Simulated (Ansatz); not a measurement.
**Ta2H: equal strain of all cell vectors**

The task here is to estimate one member of a computed series from the others.

Method: DFT PBEsol, scalar-relativistic, plane waves, PAW, in Ansatz 0.2.0.

2 further runs of the same task are left out: 2 set aside as unsound or not needed.

### Starting point

The structure is tetragonal, space group P-4m2 (No. 115). Conventional cell: a = 3.347 Å, b = 3.347 Å, c = 3.393 Å, α = 90.00°, β = 90.00°, γ = 90.00°. Around Ta (site symmetry 2mm) lie 2 H at 1.89 Å. Around H (site symmetry -4m2) lie 4 Ta at 1.89 Å.

Structure file:

```cif
data_structure
_symmetry_space_group_name_H-M 'P-4m2'
_symmetry_Int_Tables_number 115
_cell_length_a 3.3468
_cell_length_b 3.3468
_cell_length_c 3.3930
_cell_angle_alpha 90.000
_cell_angle_beta 90.000
_cell_angle_gamma 90.000
_cell_volume 38.00
loop_
_atom_site_label
_atom_site_type_symbol
_atom_site_symmetry_multiplicity
_atom_site_Wyckoff_symbol
_atom_site_fract_x
_atom_site_fract_y
_atom_site_fract_z
_atom_site_occupancy
Ta1 Ta 2 g 0.50000 0.00000 0.73999 1
H1 H 1 a 0.00000 0.00000 0.00000 1
```

It goes back to an entry of the Materials Project, which need not be the stable form.

It is the result of an earlier relaxation at this level (volume 12.67 Å³/atom; gap on the mesh: none (metal)).

The unstrained cell comes from an earlier run at this level (3 atoms, E(σ→0) -19629.1067 eV, gap none (metal)).

Set-up of the first run:

input.yaml reads:

```yaml
crystal:
  lattice:
    - [3.2798571875, 0.0, 0.0]
    - [0.0, 3.2798571875, 0.0]
    - [0.0, 0.0, 3.3251057035]
  atoms:
    - { symbol: Ta, position: [0.5, 0.0, 0.7399944569] }
    - { symbol: Ta, position: [0.0, 0.5, 0.2600055431] }
    - { symbol: H, position: [0.0, 0.0, 0.0] }
basis:
  ecutwfc: 420
kpoints:
  mp_grid: { grid: [12, 12, 12] }
hamiltonian:
  xc: pbesol
scf:
  occupations: { method: gaussian, width: 0.1 }
output:
  forces: true
  stress: true
  eigenvalues: true
relax:
  adjacent_minimum: "off"
  f_tol: 0.008
  max_steps: 40
```

Among the steps run: The cell strained by -2.0 %; At +2.0 %; The cell strained by -4.0 %; Strain +4.0 %; At -6.0 %; At +6.0 %.

One table of the session follows, with a row left open; its other results are not shown here.

Lengths are those of the vectors of the cell that was run; stresses in GPa:

| strain (%) | ΔE (meV/atom) | a (Å) | b (Å) | c (Å) |
| --- | --- | --- | --- | --- |
| -6.0 | 329.2 | 3.146 | 3.146 | 3.189 |
| -4.0 | 137.6 | 3.213 | 3.213 | 3.257 |
| -2.0 | 32.4 | 3.280 | 3.280 | 3.325 |
| +0.0 | 0.0 | 3.347 | 3.347 | 3.393 |
| +2.0 | 29.1 | 3.414 | 3.414 | 3.461 |
| +4.0 | ? | ? | ? | ? |
| +6.0 | 233.2 | 3.548 | 3.548 | 3.597 |

**Question.** Estimate the row for strain (%) = +4.0.

Worked estimate for «ΔE (meV/atom)». A straight line through the neighbours (2.0, 29.1) and (6.0, 233.2) gives 29.1 + (233.2 − 29.1) × (4.0 − 2.0) / (6.0 − 2.0) = 131.2; a parabola fitted to 3 rows on both sides gives 106.8.

The run gave: ΔE (meV/atom): 109.8; a (Å): 3.481; b (Å): 3.481; c (Å): 3.529. In «ΔE (meV/atom)» the line misses by +21.4 and the parabola by -3.0.

ΔE is over the unstrained cell. Stress in GPa, positive in compression, on the Cartesian axes of the input. 

Limits of these values: Warnings in the runs' records: stress scf threshold loose.
